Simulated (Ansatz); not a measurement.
# CrI3 monolayer in a perpendicular field, part 2 of 2

Wanted: the out-of-plane response of the CrI3 monolayer. A positive field points along +c.

Ansatz 0.2.0; plane-wave DFT, PBE-D3(BJ), Ansatz PAW.

So far. Step 2 (Relaxation): The lattice constant a goes from 6.907 to 6.837 Å.

## (3) Atoms held, field 0

A sawtooth potential applies the field, turning back in the middle of the vacuum. With the dipole correction the typed value is the field outside the slab. The induced dipole is small, so the SCF threshold is tight.

The cell differs from the one that the last finished run ended in (c 37.249 → 21.127 Å).

File input.yaml:

```yaml
crystal:
  lattice:
    - [6.8371424651, 0.0, 0.0]
    - [-3.4185712326, 5.9211390641, 0.0]
    - [0.0, 0.0, 21.1270551731]
  atoms:
    - { symbol: I, position: [0.6486196852, 0.0, 0.4259940596], spin: -0.05 }
    - { symbol: I, position: [0.0, 0.6486196852, 0.4259940596], spin: -0.05 }
    - { symbol: I, position: [0.3513803148, 0.3513803148, 0.4259940596], spin: -0.05 }
    - { symbol: Cr, position: [0.3333333333, 0.6666666667, 0.5], spin: 2.93 }
    - { symbol: Cr, position: [0.6666666667, 0.3333333333, 0.5], spin: 2.93 }
    - { symbol: I, position: [0.3513803148, 0.0, 0.5740059404], spin: -0.05 }
    - { symbol: I, position: [0.0, 0.3513803148, 0.5740059404], spin: -0.05 }
    - { symbol: I, position: [0.6486196852, 0.6486196852, 0.5740059404], spin: -0.05 }
magnetization:
  spin_polarized: true
kpoints:
  mp_grid: { grid: [12, 12, 1] }
  band_path:
    path: [[0, 0, 0], [0.5, 0, 0], [0.33333333, 0.33333333, 0], [0, 0, 0]]
    npoints: 16
hamiltonian:
  xc: pbe
  dispersion: d3bj
scf:
  occupations: { method: fermi_dirac, width: 0.02585 }
  convergence: { dr2_threshold: 1.0e-10 }
efield:
  axis: 3
  dipole_correction: true
  ramp_position: 0.97
  ramp_width: 0.06
  amplitude: 0
output:
  dos: { projected: true, e_range: [-6, 5] }
  write_potential: true
  write_density: true
  volumetric_format: npy
  elf: true
```

Started as:

```
> ansatz run input.yaml --threads 4 --pin off --max-ram 12288MiB --backend cpu --events-out ev --progress --plain --runs-dir out
```

Numbers of over 12 decimals in the logs are rounded to 6 here.

The program printed:

```text
[...]
Crystal: 8 atoms, lattice volume = 855.301 Å³
Basis set: ecut = 420 eV, 16763 PW (Γ)
Bands: 82, of which v1, the nominal top of the filled ones, is band 65 counted from 1 (64 counted from 0)
Symmetry: 6 space group operations
k-points: 19 of 144 (time reversal used)
[...]
Starting moments: Σ|m| = 6.16 μB on 8 of 8 sites
[...]
SCF iter   1: F=—  HF=-51838.410826 eV  |F-HF|=—  |Δ(HF+E_count)|=         —  Δρ=1.70e-2 (↑1.44e-2 ↓1.70e-2)  dr2=7.76e0  dr2_m=3.23e-1  M=6.000 μB ∫|m|=6.666 μB  β_m=1.00  ethr=3.10e-3  p=0.000 e·Å  D=3.37e-14 V/Å  ΔV_dip=-0.00 eV  dr2_dipole=6.86e-10  V_vac-E_F(+/−)=4.66/4.66 eV  ⟨swp⟩=11.1  Hψ=15542  notcnv=0  defer=30
[...]
efield: sawtooth ramp at fractional position 0.9700 (set: `efield.ramp_position`, or a place that a band, a saddle search or an elastic batch's reference lends), width 0.0600; the density the first Hamiltonian is built on has a dipole p = 0.000 e·Å; the dipole correction subtracts the counter field D = 3.37e-14 V/Å, which shifts the + side's vacuum level by -0.00 eV against the − side's; the planar-averaged density in the ramp window peaks in size at 6.7e-7 e/Å³
[...]
SCF iter   2: F=—  HF=-51838.541091 eV  |F-HF|=—  |Δ(HF+E_count)|=   1.30e-1  Δρ=6.98e-3 (↑6.34e-3 ↓6.98e-3)  dr2=5.21e-1  dr2_m=2.05e-1  M=6.000 μB ∫|m|=7.112 μB  β_m=1.00  ethr=3.10e-3  p=0.000 e·Å  D=2.53e-6 V/Å  ΔV_dip=-0.00 eV  dr2_dipole=1.42e-10  V_vac-E_F(+/−)=5.22/5.22 eV  ⟨swp⟩=3.8  Hψ=6994  notcnv=0  defer=311  κ⁻¹=1.0e0(r=1)
density mixer auto → broyden: gapped, with many states about μ (density of states about μ 0.29 of a free-electron gas's, 108 screened modes)
SCF iter   3: F=—  HF=-51838.474367 eV  |F-HF|=—  |Δ(HF+E_count)|=   6.67e-2  Δρ=3.01e-3 (↑2.90e-3 ↓3.01e-3)  dr2=1.91e-1  dr2_m=1.10e-3  M=6.000 μB ∫|m|=7.190 μB  β_m=1.00  ethr=4.01e-4  p=0.000 e·Å  D=1.33e-6 V/Å  ΔV_dip=-0.00 eV  dr2_dipole=2.50e-11  V_vac-E_F(+/−)=5.12/5.12 eV  ⟨swp⟩=2.6  Hψ=4024  notcnv=0  defer=318  κ⁻¹=4.4e-2(r=2)
[...]
SCF iter  16: F=-51838.519731 eV  HF=-51838.519731 eV  |F-HF|=2.40e-10  |Δ(HF+E_count)|=  1.82e-10  Δρ=3.49e-8 (↑3.49e-8 ↓2.50e-8)  dr2=2.36e-11  dr2_m=1.02e-12  M=6.000 μB ∫|m|=7.162 μB  ethr=1.00e-12  p=-0.000 e·Å  D=-1.83e-9 V/Å  ΔV_dip=0.00 eV  dr2_dipole=1.78e-16  V_vac-E_F(+/−)=5.03/5.03 eV  ⟨swp⟩=14.9  Hψ=14751  notcnv=0
SCF 1 converged in 16 iterations: F = -51838.519731 eV  dr2 = 2.36e-11
[...]
this state was not tested for a lower state beside it, because the mixer in use, unlike msr1, does not test its closes by its own steps (another_mixer; see scf.mixing.algorithm and scf.lower_state_search)
NSCF: frozen V_eff on 49 k-points
efield: sawtooth ramp at fractional position 0.9700 (kept from the solve that this one continues, or follows in the run), width 0.0600; the density the first Hamiltonian is built on has a dipole p = -0.000 e·Å; the dipole correction subtracts the counter field D = -1.83e-9 V/Å, which shifts the + side's vacuum level by +0.00 eV against the − side's; the planar-averaged density in the ramp window peaks in size at 8.6e-7 e/Å³
SCF converged after 16 iterations
Magnetization: 6.0000 μB (68.0000 up, 62.0000 down)
Absolute magnetization: 7.1649 μB (∫|ρ↑−ρ↓|, with the PAW one-centre terms)
[...]
Per-site moments (μB) at R_I (Å): [(-0.049794, 1.120049), (-0.049794, 1.120049), (-0.049794, 1.120049), (2.927244, 1.120049), (2.927244, 1.120049), (-0.049794, 1.120049), (-0.049794, 1.120049), (-0.049794, 1.120049)]
Free energy (F): -51838.519731 eV
[...]
Internal energy: -51838.519731 eV  (E = F + TS)
E sigma→0 (E₀):  -51838.519731 eV
Fermi energy:    -1.167074 eV
Dipole field:    D = 0.000000 V/Å  (p = 0.000000 e·Å, saw-weighted, corrected)
Work function:   Φ+ = 5.0344 eV   Φ− = 5.0344 eV
Levels:          The Fermi level and band energies are counted from a zero that moves with the ramp; work functions are not
[...]
--- Band table (eV; the first three rows and the last of 38) ---
  k-point 0 ↑: bands = [... 61 lower, -2.4900, -2.4900, -2.4757, -2.2971, -2.2971, -1.8144, -1.8144, -0.5124, ... 13 higher]
  k-point 1 ↑: bands = [... 61 lower, -2.5838, -2.5038, -2.4370, -2.2941, -2.2914, -1.8617, -1.8097, -0.5117, ... 13 higher]
  k-point 2 ↑: bands = [... 61 lower, -2.7019, -2.5336, -2.4142, -2.2916, -2.2816, -1.9573, -1.8065, -0.5094, ... 13 higher]
  k-point 18 ↓: bands = [... 61 lower, -2.4555, 0.0520, 0.0520, 0.1810, 0.3188, 0.5283, 0.5283, 0.8827, ... 13 higher]
```

Wall time 3.6 min (4 threads of Arm Neoverse V2, shared host); peak memory 3.9 GiB; 14 min of CPU time.

The column dr2 measures how far the density is from self-consistency, as an energy; F and HF (Harris–Foulkes) agree once it is small.

Numbers from this step:

| Quantity | Value |
| --- | --- |
| gap on the k-mesh | 1.281 eV |
| dipole along the normal | 3.24e-8 e·Å |
| gap along the path | 1.280 eV |
| ionisation energy, upper face | 5.671 eV |
| electron affinity, upper face | 4.390 eV |
| gap, the smaller of path and mesh | 1.280 eV |

Running mean over a fixed 2.8 Å (it still follows the layers) of the planar mean; the ramp of the sawtooth is left out. The electron's electrostatic potential energy less the Fermi level by z:

| z (Å) | electron's electrostatic potential energy less the Fermi level (eV) |
| --- | --- |
| 2.93 | 5.03 |
| 3.37 | 5.03 |
| 3.81 | 5.03 |
| 4.11 | 5.03 |
| 4.55 | 5.03 |
| 4.99 | 5.03 |
| 5.43 | 5.02 |
| 5.87 | 4.99 |
| 6.16 | 4.93 |
| 6.60 | 4.67 |
| 7.04 | 3.85 |
| 7.48 | 2.74 |
| 7.92 | 1.63 |
| 8.36 | 0.386 |
| 8.66 | -0.394 |
| 9.10 | -1.47 |
| 9.54 | -2.25 |
| 9.98 | -2.46 |
| 10.42 | -2.62 |
| 10.71 | -2.62 |
| 11.15 | -2.46 |
| 11.59 | -2.25 |
| 12.03 | -1.47 |
| 12.47 | -0.394 |
| 12.76 | 0.386 |
| 13.20 | 1.63 |
| 13.64 | 2.74 |
| 14.08 | 3.85 |
| 14.52 | 4.67 |
| 14.96 | 4.93 |
| 15.26 | 4.99 |
| 15.70 | 5.02 |
| 16.14 | 5.03 |
| 16.58 | 5.03 |
| 17.02 | 5.03 |
| 17.31 | 5.03 |
| 17.75 | 5.03 |
| 18.19 | 5.03 |

The density of states has structure finer than the step of the table below, so its rows give means over 0.25 eV, whole bins alone (the curve runs from -6 to 2.63 eV). Peaks (eV: height): total -3.630: 33.4, -3.300: 26.3, -2.440: 26.9, -1.750: 27.5, -1.370: 24.7, 0.730: 24.7, 1.640: 27.7; up -4.210: 16.8, -4.100: 17.2, -3.630: 29.8, -2.440: 15.8, -1.400: 15.0, 0.730: 24.7, 0.810: 15.0; down -3.300: 17.9, 1.470: 23.5, 1.640: 27.7, 1.720: 16.5, 1.970: 17.3, 2.020: 21.4, 2.160: 19.9.

Density of states against energy, zero at the Fermi level of the run, which the smearing sets inside the gap; means over each step; values in states/eV a cell:

| energy (eV) | total | up | down |
| --- | --- | --- | --- |
| -5.50 | 0 | 0 | 0 |
| -5.25 | 1.51 | 1.51 | 0 |
| -5.00 | 2.95 | 2.38 | 0.563 |
| -4.75 | 4.07 | 1.63 | 2.44 |
| -4.50 | 4.04 | 2.31 | 1.72 |
| -4.25 | 10.8 | 6.65 | 4.17 |
| -4.00 | 11.5 | 5.64 | 5.84 |
| -3.75 | 12.5 | 7.39 | 5.07 |
| -3.50 | 7.93 | 4.16 | 3.77 |
| -3.25 | 10.7 | 6.05 | 4.66 |
| -3.00 | 7.47 | 4.82 | 2.65 |
| -2.75 | 10.9 | 4.56 | 6.32 |
| -2.50 | 12.7 | 6.79 | 5.87 |
| -2.25 | 8.63 | 2.59 | 6.05 |
| -2.00 | 12.6 | 8.48 | 4.09 |
| -1.75 | 10.8 | 5.05 | 5.77 |
| -1.50 | 12.3 | 7.05 | 5.28 |
| -1.25 | 10.5 | 6.58 | 3.93 |
| -1.00 | 10.2 | 7.62 | 2.63 |
| -0.75 | 5.19 | 4.91 | 0.280 |
| -0.50 | 0.0914 | 0.0914 | 0 |
| -0.25 | 0 | 0 | 0 |
| 0.00 | 0 | 0 | 0 |
| 0.25 | 0 | 0 | 0 |
| 0.50 | 7.0e-4 | 7.0e-4 | 0 |
| 0.75 | 11.0 | 11.0 | 0 |
| 1.00 | 4.28 | 4.26 | 0.0176 |
| 1.25 | 7.39 | 0 | 7.39 |
| 1.50 | 8.61 | 0 | 8.61 |
| 1.75 | 7.68 | 0 | 7.68 |
| 2.00 | 7.84 | 0 | 7.84 |
| 2.25 | 6.12 | 0 | 6.12 |
| 2.50 | 0 | 0 | 0 |

Projected DOS per atom over height of the atomic layer and energy from the Fermi level. Layers: I3 Cr2 I3 from below.

Ten even steps from '_' (0.00 states/eV) to '@' (3.77 states/eV), each cell a mean:
```
______
..%%..
__@@__
__##__
..++..
______
______
______
......
--++--
======
--==--
--::--
------
::--::
::--::
--::--
--..--
..__..
......
______
______
```
Columns: height of the atomic layer (Å) from 9 to 12.1; rows upwards: energy from the Fermi level (eV) from -5.96 to 2.59.

Projected DOS per atom, spin up over height of the atomic layer and energy from the Fermi level. Layers: I3 Cr2 I3 from below.

Ten even steps from '_' (0.00 states/eV) to '@' (2.13 states/eV), each cell a mean:
```
______
______
______
______
--@@--
__..__
______
______
::::::
--@@--
::**::
--**--
::--::
::--::
::--::
::==::
::::::
--::--
......
......
______
______
```
Columns: height of the atomic layer (Å) from 9 to 12.1; rows upwards: energy from the Fermi level (eV) from -5.96 to 2.59.

Projected DOS per atom, spin down over height of the atomic layer and energy from the Fermi level. Layers: I3 Cr2 I3 from below.

Ten even steps from '_' (0.00 states/eV) to '@' (3.77 states/eV), each cell a mean:
```
______
..%%..
__@@__
__##__
______
______
______
______
______
..__..
::__::
..__..
::__::
::..::
..__..
..__..
::__::
..__..
______
______
______
______
```
Columns: height of the atomic layer (Å) from 9 to 12.1; rows upwards: energy from the Fermi level (eV) from -5.96 to 2.59.

Deep bands are left out, so band numbers here count from the lowest band kept and differ from the log's. Electronic bands along the path, in eV, zero at the Fermi level of the run, which the smearing sets inside the gap; # counts the bands kept:

| point | up #23 | up #24 | up #25 | up #26 | down #17 | down #18 | down #19 | down #20 |
| --- | --- | --- | --- | --- | --- | --- | --- | --- |
| Γ | -0.65 | -0.65 | 0.65 | 0.65 | -0.79 | -0.79 | 1.31 | 1.31 |
| halfway | -0.87 | -0.65 | 0.66 | 0.72 | -1.36 | -1.01 | 1.25 | 1.35 |
| M | -0.95 | -0.73 | 0.73 | 0.74 | -1.39 | -1.03 | 1.14 | 1.19 |
| halfway | -0.90 | -0.74 | 0.71 | 0.77 | -1.34 | -1.13 | 1.18 | 1.19 |
| K | -0.79 | -0.79 | 0.69 | 0.82 | -1.29 | -1.29 | 1.22 | 1.22 |
| halfway | -0.90 | -0.65 | 0.64 | 0.75 | -1.37 | -1.11 | 1.28 | 1.29 |
| Γ | -0.65 | -0.65 | 0.65 | 0.65 | -0.79 | -0.79 | 1.31 | 1.31 |

Spin density in the ca plane at fractional y = 0.333, with atoms of I and Cr within 0.2 Å of it.

Values in e/Å³, 10 rows by 16 columns, each cell a mean:
```
0.0 0.0 0.0 0.0 0.0 0.0 0.0 0.0 0.0 0.0 0.0 0.0 0.0 0.0 0.0 0.0
0.0 0.0 0.0 0.0 0.0 0.0 0.0 0.0 0.1 0.0 0.0 0.0 0.0 0.0 0.0 0.0
0.0 0.0 0.0 0.0 0.0 0.0 0.0 0.0 0.9 0.7 0.0 0.0 0.0 0.0 0.0 0.0
0.0 0.0 0.0 0.0 0.0 0.0 0.0 0.0 1.3 1.3 0.0 0.0 0.0 0.0 0.0 0.0
0.0 0.0 0.0 0.0 0.0 0.0 0.0 0.0 0.1 0.2 0.0 0.0 0.0 0.0 0.0 0.0
0.0 0.0 0.0 0.0 0.0 0.0 0.0 0.0 0.0 0.0 0.0 0.0 0.0 0.0 0.0 0.0
0.0 0.0 0.0 0.0 0.0 0.0 0.0 0.0 0.0 0.0 0.0 0.0 0.0 0.0 0.0 0.0
0.0 0.0 0.0 0.0 0.0 0.0 0.0 0.0 0.0 0.0 0.0 0.0 0.0 0.0 0.0 0.0
0.0 0.0 0.0 0.0 0.0 0.0 0.0 0.0 0.0 0.0 0.0 0.0 0.0 0.0 0.0 0.0
0.0 0.0 0.0 0.0 0.0 0.0 0.0 0.0 0.0 0.0 0.0 0.0 0.0 0.0 0.0 0.0
```
Columns run along c (16.0 Å, from fractional 0.08 to 0.84 of the cell), rows up along a (6.8 Å). Atoms in or near the plane, at fractional coordinates: I at (0.43, 0.35), Cr at (0.50, 0.67), I at (0.57, 0.00).

Electrostatic potential energy in the ca plane at fractional y = 0.333, with atoms of I and Cr within 0.2 Å of it. With pseudopotentials it is smooth inside the atoms' cores, unlike the true potential.

Values in eV, 10 rows by 16 columns, each cell a mean:
```
  4   4   4   4   4   4   3   3   2 -10  -7 -10   3   4   4   4
  4   4   4   4   4   4   3   2  -3  -6 -11  -1   4   4   4   4
  4   4   4   4   4   4   3   0 -18 -18   0   3   4   4   4   4
  4   4   4   4   4   4   3   0 -20 -19   0   3   4   4   4   4
  4   4   4   4   4   4   1  -4 -10  -9   1   3   4   4   4   4
  4   4   4   4   4   3  -8 -15  -7   1   2   3   4   4   4   4
  4   4   4   4   4   3 -11   0 -10   3   3   3   4   4   4   4
  4   4   4   4   4   3  -7 -16  -5   3   2   3   4   4   4   4
  4   4   4   4   4   4   2  -1   2  -2 -13  -3   3   4   4   4
  4   4   4   4   4   4   3   3   3 -10  -5 -11   3   4   4   4
```
Columns run along c (16.0 Å, from fractional 0.08 to 0.84 of the cell; values clipped at the 3rd and 97th percentile), rows up along a (6.8 Å). Atoms in or near the plane, at fractional coordinates: I at (0.43, 0.35), Cr at (0.50, 0.67), I at (0.57, 0.00).

Valence density in the ca plane at fractional y = 0.333, with atoms of I and Cr within 0.2 Å of it. It is the smooth field of the valence electrons, not physical close to the nuclei.

Ten steps, logarithmic in the rise over the least value, from '0' (0 e/Å³) to '9' (18 e/Å³), each cell a mean:
```
00000000000000000000000012379963100000000000
00000000000000000000000011346642100000000000
00000000000000000000001111233321000000000000
00000000000000000000011243222110000000000000
00000000000000000000013687421000000000000000
00000000000000000000014899621000000000000000
00000000000000000000013798521000000000000000
00000000000000000001112465311000000000000000
00000000000000000112222222111000000000000000
00000000000000000134543211000000000000000000
00000000000000001247874210000000000000000000
00000000000000001258985210000000000000000000
00000000000000001247874210000000000000000000
00000000000000000134543210000000000000000000
00000000000000000112221100111110000000000000
00000000000000000001110001233331000000000000
00000000000000000000000001357753100000000000
00000000000000000000000002379973100000000000
```
Columns run along c (16.0 Å, from fractional 0.08 to 0.84 of the cell), rows up along a (6.8 Å). Atoms in or near the plane, at fractional coordinates: I at (0.43, 0.35), Cr at (0.50, 0.67), I at (0.57, 0.00).

The gap is 1.28 eV, with the valence edge 5.67 eV and the conduction edge 4.39 eV under the upper vacuum level. Spin-orbit coupling, left out in this run, matters for the bands of elements this heavy.

## (4) Atoms held, field 0.1 V/Å

input.yaml, as its differences from that of step 3:

```diff
@@ -32,5 +32,4 @@
   ramp_width: 0.06
-  amplitude: 0
+  amplitude: 0.1
 output:
-  dos: { projected: true, e_range: [-6, 5] }
   write_potential: true
@@ -38,2 +37 @@
   volumetric_format: npy
-  elf: true
```

The program printed:

```text
[...]
Crystal: 8 atoms, lattice volume = 855.301 Å³
Basis set: ecut = 420 eV, 16763 PW (Γ)
Bands: 82, of which v1, the nominal top of the filled ones, is band 65 counted from 1 (64 counted from 0)
Symmetry: 6 space group operations
k-points: 19 of 144 (time reversal used)
[...]
Starting moments: Σ|m| = 6.16 μB on 8 of 8 sites
[...]
k-point 1 ↑: bands = [... 61 lower, -2.5841, -2.5042, -2.4373, -2.2947, -2.2919, -1.8621, -1.8101, -0.5122, ... 13 higher]
  k-point 2 ↑: bands = [... 61 lower, -2.7014, -2.5341, -2.4144, -2.2921, -2.2821, -1.9576, -1.8068, -0.5098, ... 13 higher]
  k-point 18 ↓: bands = [... 61 lower, -2.4556, 0.0515, 0.0515, 0.1805, 0.3184, 0.5278, 0.5278, 0.8821, ... 13 higher]
[key lines of the parts left out:]
SCF converged after 16 iterations
Magnetization: 6.0000 μB (68.0000 up, 62.0000 down)
Free energy (F): -51838.525727 eV
Fermi energy:    -1.167467 eV
Dipole field:    D = 0.025373 V/Å  (p = 0.119932 e·Å, saw-weighted, corrected)
```

Wall time 3.6 min (4 threads); peak memory 3.9 GiB; 14 min of CPU time.

The dipole is 0.120 e·Å, and the gap 1.280 eV.

## (5) Atoms held, field -0.1 V/Å

input.yaml, as its differences from that of step 4:

```diff
@@ -32,3 +32,3 @@
   ramp_width: 0.06
-  amplitude: 0.1
+  amplitude: -0.1
 output:
```

The program printed:

```text
[...]
Crystal: 8 atoms, lattice volume = 855.301 Å³
Basis set: ecut = 420 eV, 16763 PW (Γ)
Bands: 82, of which v1, the nominal top of the filled ones, is band 65 counted from 1 (64 counted from 0)
Symmetry: 6 space group operations
k-points: 19 of 144 (time reversal used)
[...]
Starting moments: Σ|m| = 6.16 μB on 8 of 8 sites
[...]
k-point 1 ↑: bands = [... 61 lower, -2.5841, -2.5042, -2.4373, -2.2947, -2.2919, -1.8621, -1.8101, -0.5122, ... 13 higher]
  k-point 2 ↑: bands = [... 61 lower, -2.7014, -2.5341, -2.4144, -2.2921, -2.2821, -1.9576, -1.8068, -0.5098, ... 13 higher]
  k-point 18 ↓: bands = [... 61 lower, -2.4556, 0.0515, 0.0515, 0.1805, 0.3184, 0.5278, 0.5278, 0.8821, ... 13 higher]
[key lines of the parts left out:]
SCF converged after 16 iterations
Magnetization: 6.0000 μB (68.0000 up, 62.0000 down)
Free energy (F): -51838.525727 eV
Fermi energy:    -1.167467 eV
Dipole field:    D = -0.025373 V/Å  (p = -0.119932 e·Å, saw-weighted, corrected)
```

Run time: 3.6 min. Hardware: 4 threads; peak memory 3.9 GiB.

The dipole is -0.120 e·Å, and the gap 1.280 eV.

## (6) Response, atoms held

This step: plane-wave DFT, PBE-D3(BJ), Ansatz PAW; response to a field along the normal, atoms held (Ansatz 0.2.0).

The dipoles give the slope, and the difference of two potentials shows where the field is screened.

This step gave:

```yaml
equivalent_conductor_thickness_p_eps_0ae: 5.361 Å
distance_between_the_outer_atoms: 3.127 Å
```

The dipole of the cell by applied field:

| applied field (V/Å) | dipole of the cell (e·Å) |
| --- | --- |
| -0.1000 | -0.120 |
| 0.0000 | 0 |
| 0.1000 | 0.120 |

The total moment stays at 6 μB for applied field from -0.1 to 0.1 V/Å.

Local field over the applied field, running mean. From the potentials at -0.1 and 0.1 V/Å; running mean over 2.5 Å. Table of local field over applied field by z:

| z (Å) | local field over applied field |
| --- | --- |
| 4.11 | 0.999 |
| 4.55 | 0.998 |
| 4.99 | 0.995 |
| 5.43 | 0.986 |
| 5.87 | 0.966 |
| 6.31 | 0.921 |
| 6.75 | 0.836 |
| 7.19 | 0.710 |
| 7.63 | 0.562 |
| 8.07 | 0.406 |
| 8.51 | 0.261 |
| 8.95 | 0.155 |
| 9.39 | 0.104 |
| 9.83 | 0.0870 |
| 10.27 | 0.0785 |
| 10.86 | 0.0785 |
| 11.30 | 0.0870 |
| 11.74 | 0.104 |
| 12.18 | 0.155 |
| 12.62 | 0.261 |
| 13.06 | 0.406 |
| 13.50 | 0.562 |
| 13.94 | 0.710 |
| 14.38 | 0.836 |
| 14.82 | 0.921 |
| 15.26 | 0.966 |
| 15.70 | 0.986 |
| 16.14 | 0.995 |
| 16.58 | 0.998 |
| 17.02 | 0.999 |

Electrons, planar mean, per unit field. Induced electron density against z:

| z (Å) | induced electron density (e/Å³ per V/Å) |
| --- | --- |
| 4.11 | 2.9e-6 |
| 4.55 | 8.3e-6 |
| 4.99 | 2.3e-5 |
| 5.43 | 6.2e-5 |
| 5.87 | 1.6e-4 |
| 6.31 | 3.9e-4 |
| 6.75 | 9.1e-4 |
| 7.19 | 0.00190 |
| 7.63 | 0.00315 |
| 8.07 | 0.00309 |
| 8.51 | 0.00137 |
| 8.95 | 0.00111 |
| 9.39 | 9.3e-5 |
| 9.83 | -8.7e-4 |
| 10.27 | -7.4e-4 |
| 10.86 | 7.4e-4 |
| 11.30 | 8.7e-4 |
| 11.74 | -9.3e-5 |
| 12.18 | -0.00111 |
| 12.62 | -0.00137 |
| 13.06 | -0.00309 |
| 13.50 | -0.00315 |
| 13.94 | -0.00190 |
| 14.38 | -9.1e-4 |
| 14.82 | -3.9e-4 |
| 15.26 | -1.6e-4 |
| 15.70 | -6.2e-5 |
| 16.14 | -2.3e-5 |
| 16.58 | -8.3e-6 |
| 17.02 | -2.9e-6 |

By hand: between -0.1 and 0.1 V/Å the dipole changes by 0.2399 e·Å, a slope of 1.199 e·Å²/V. A perfect conductor of thickness t has p = ε₀AEt, so t = 180.95 × 1.199 / 40.484 = 5.36 Å (e/ε₀ = 180.95 V·Å, A in Å²).

The induced dipole is that of a conductor 5.36 Å thick.

## (7) Results

```json
{
  "gap without field": "1.28 eV",
  "ionisation energy, upper face": "5.67 eV",
  "electron affinity, upper face": "4.39 eV",
  "equivalent conductor thickness, atoms held": "5.36 Å"
}
```

The induced dipole equals that of a perfect conductor 5.36 Å thick, while the outer atoms lie 3.13 Å apart; an out-of-plane ε follows only once a thickness t is chosen, by 1 − 1/ε = 5.36 Å / t. The gap stays within 0.01 eV of 1.28 eV over the fields run, up to 0.1 V/Å in size. Semilocal functionals give gaps that are too small, and excitons are not included. The magnetic order is the one reached from the typed start; other orders were not compared. Spin-orbit coupling is left out, which matters for the bands of elements this heavy.

[Logs are printed without paths, hosts, clocks, repeated set-up lines and the standing remarks that a program may print on its own settings, such as how far it seeks lower states.]

[Hosts, paths, dates, database ids (printed as entryN), source tags and the programs' standing remarks are cut or masked in the printed files.]

[Maps of the electrostatic potential energy from Ansatz leave out the sawtooth potential of an applied field or a dipole correction, so their vacuum need not be flat; planar profiles and work functions include it.]
